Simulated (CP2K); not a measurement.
Runs of CP2K 2026.2 on LiF (Griceite). Symmetry: Fm-3m, No. 225, cubic system. The conventional cell has a = 4.028 Å, b = 4.028 Å, c = 4.028 Å, α = 90.00°, β = 90.00°, γ = 90.00°. Around F (site symmetry m-3m) lie 6 Li at 2.01 Å. Around Li (site symmetry m-3m) lie 6 F at 2.01 Å. 

```csv
level,potentials or basis,smearing,NGRIDS,points a segment of the path (NPOINTS),bands added on the path,CUTOFF of the grids,gap on the mesh (eV),pressure (GPa)
TB-mBJ,"POTENTIAL_UZH F GTH-PBE-q7, Li GTH-PBE-q3; TZVP-MOLOPT-PBE-GTH basis",fermi-dirac 0.0259 eV,4,6,4,1100 Ry,9.84,-
LDA,"GTH_POTENTIALS F GTH-PADE-q7, Li GTH-PADE-q3; TZVP-MOLOPT-PBE-GTH basis",fermi-dirac 0.0259 eV,4,6,4,750 Ry,(a),-6.3
r2SCAN,"POTENTIAL_UZH F GTH-SCAN-q7, Li GTH-SCAN-q3; TZVP-MOLOPT-SCAN-GTH basis",fermi-dirac 0.01 eV,5,6,4,1100 Ry,10.05,(b)
PBEsol,"POTENTIAL_UZH F GTH-PBE-q7, Li GTH-PBE-q3; TZVP-MOLOPT-PBE-GTH basis",fermi-dirac 0.05 eV,5,10,6,750 Ry,8.85,-0.7
```

Alike in all rows: task band structure; no spin polarisation; cell as given; k mesh 11 × 11 × 11.

Q: Estimate the missing entries.

A: (a) 8.82; (b) -1.6.

Caveats: the basis of atomic orbitals isn't converged, which shifts pressures, moduli and gaps; the potentials were made for another functional, which shifts forces and pressure (some runs); this is a model potential without an energy functional, so only levels have meaning (some runs).

Runs at the PBE level aren't shown here.
